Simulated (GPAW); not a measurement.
The system is BaTiO3.

```
Ba Ti O
1.0
     3.99980    0.00000    0.00000
     0.00000    3.99980    0.00000
     0.00000    0.00000    4.01800
Ba Ti O
1 1 3
Direct
  0.00000 0.00000 0.00000
  0.50000 0.50000 0.49000
  0.00000 0.50000 0.51700
  0.50000 0.00000 0.51700
  0.50000 0.50000 0.01900
```

Base run:

| Item | Value |
| --- | --- |
| Program | GPAW 26.7.0 |
| Functional | GLLB-SC |
| Potentials or basis | the program's PAW data sets (release 1.2.1) made for this functional |
| Cutoff | 800 eV |
| Basis | pw |
| k mesh | 4 × 4 × 4 |
| Occupations | fermi-dirac, width 0.05 eV |
| Spin | no spin polarisation |

Its results: band gap on the k mesh with the derivative discontinuity 3.75 eV.

The run is repeated on the same cell with these changes: functional from GLLB-SC to TB-mBJ; potentials or basis from the program's PAW data sets (release 1.2.1) made for this functional to GPAW PAW data sets for LDA (gpaw-data 1.2.1). What comes out?

Band gap on the k mesh 2.53 eV, indirect (least direct gap 2.80 eV).

Caveats: a model potential gives levels but no total energy; spin-orbit coupling is left out, which moves the levels of the heavy elements; the GLLB-SC gap is the Kohn-Sham gap of the path plus the derivative discontinuity (some runs).

A k mesh can miss the band edges.

Not every run made on this cell is shown here.
